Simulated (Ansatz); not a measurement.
MgTe built on the zincblende prototype, relaxed with r2SCAN: 5 runs in the PAW code Ansatz, each a construction of maximally localised Wannier functions. It is cubic, F-43m (No. 216); conventional cell a = 6.466 Å, 33.80 Å³ an atom. Mg has 4 Te at 2.80 Å; Te has 4 Mg at 2.80 Å. No spin polarisation. The prototype was imposed, so other structures may be more stable.

```
Mg Te
1.0
     0.00000    3.23311    3.23311
     3.23311    0.00000    3.23311
     3.23311    3.23311    0.00000
Mg Te
1 1
Direct
  0.00000 0.00000 0.00000
  0.25000 0.25000 0.25000
```

Windows count from the top of the filled bands; a dash means that no such window was set (without an outer window there is no disentanglement).

```csv
functional,SCF mesh,trial orbitals,functions,mesh,window (eV),frozen (eV),Ω total (Å²),Ω invariant (Å²),largest spread (Å²),least projectability,"interpolation miss of the model's filled bands (eV, to the nearest computed level)"
PBE,6×6×6,"Te s, Te p",4,4×4×4,–,–,7.51,6.53,1.88,0.92,0.135
PBE,6×6×6,"Te s, Te p",4,6×6×6,–,–,8.14,7.18,2.04,0.92,0.042
PBE,6×6×6,Te p,3,4×4×4,–,–,8.02,7.85,2.67,0.87,0.130
r2SCAN,6×6×6,"Te s, Te p",4,4×4×4,–,–,7.34,6.33,1.84,0.93,0.108
HSE06,4×4×4,"Te s, Te p",4,4×4×4,–,–,7.33,6.35,1.83,0.93,–
```

For Te s, Te p with PBE the spread goes 7.51 Å² (4×4×4), 8.14 Å² (6×6×6): finite differences on a coarse mesh understate it.

Spin-orbit coupling is left out, which matters wherever the heavy atoms make up the band edges.
